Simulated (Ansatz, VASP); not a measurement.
## One calculation of VH, two programs

The input INCAR:

```
SYSTEM = VH
ALGO = Fast ; EDIFF = 1E-6
ENCUT = 520 ; GGA = PS
ISIF = 2 ; ISMEAR = 0
LASPH = .TRUE. ; LCHARG = .TRUE.
LELF = .TRUE. ; LREAL = .FALSE.
LVHAR = .TRUE. ; LWAVE = .FALSE.
NBANDS = 14 ; NELM = 100
PREC = Accurate ; SIGMA = 0.15
```

KPOINTS

```
k-points
0
G
  20 20 20
  0 0 0
```

POSCAR

```
VH
1.0
    0.0000000000      2.0619412590      1.9637535800
    2.0619412590      0.0000000000      1.9637535800
    2.0619412590      2.0619412590      0.0000000000
V H
1 1
Direct
    0.0000000000      0.0000000000      0.0000000000
    0.5000000000      0.5000000000      0.5000000000
```

Input for Ansatz:

```yaml
crystal:
  lattice:
    - [0.0, 2.061941259, 1.96375358]
    - [2.061941259, 0.0, 1.96375358]
    - [2.061941259, 2.061941259, 0.0]
  atoms:
    - { symbol: V, position: [0.0, 0.0, 0.0] }
    - { symbol: H, position: [0.5, 0.5, 0.5] }
basis:
  ecutwfc: 420
kpoints:
  mp_grid: { grid: [20, 20, 20] }
hamiltonian:
  xc: pbesol
scf:
  occupations: { method: gaussian, width: 0.15 }
output:
  forces: true
  stress: true
  eigenvalues: true
```

Change from the starting cell: strain +0.050 along x and y, +0.000 along z, atoms carried along.

Alike in both runs: task single point; functional PBEsol; k mesh 20 × 20 × 20; occupations gaussian, width 0.15 eV; no spin polarisation.

|  | VASP | Ansatz |
| --- | --- | --- |
| version | VASP 6.6.1 | Ansatz 0.2.0 |
| potentials or method | VASP PAW PBE potentials, release 64 (V_sv, H) | scalar-relativistic, plane waves, PAW |
| plane-wave cutoff (eV) | 520 | 420 |
| valence electrons in the cell | 14 | 14 |

|  | VASP | Ansatz | Ansatz less VASP |
| --- | --- | --- | --- |
| gap on the k mesh at the Fermi level (eV) | none | none | - |
| pressure (GPa) | -19.7 | -19.8 | -0.12 |
| largest component of the traceless stress (GPa) | 0.58 | 0.60 | +0.021 |

A gap of «none» marks a metal or a gap that the smearing closes.

Caveats: so large a pressure means that the cell lies far from this level's equilibrium, or that cutoff or potentials fall short (VASP); the potentials were made for another functional, which shifts forces and pressure (VASP).
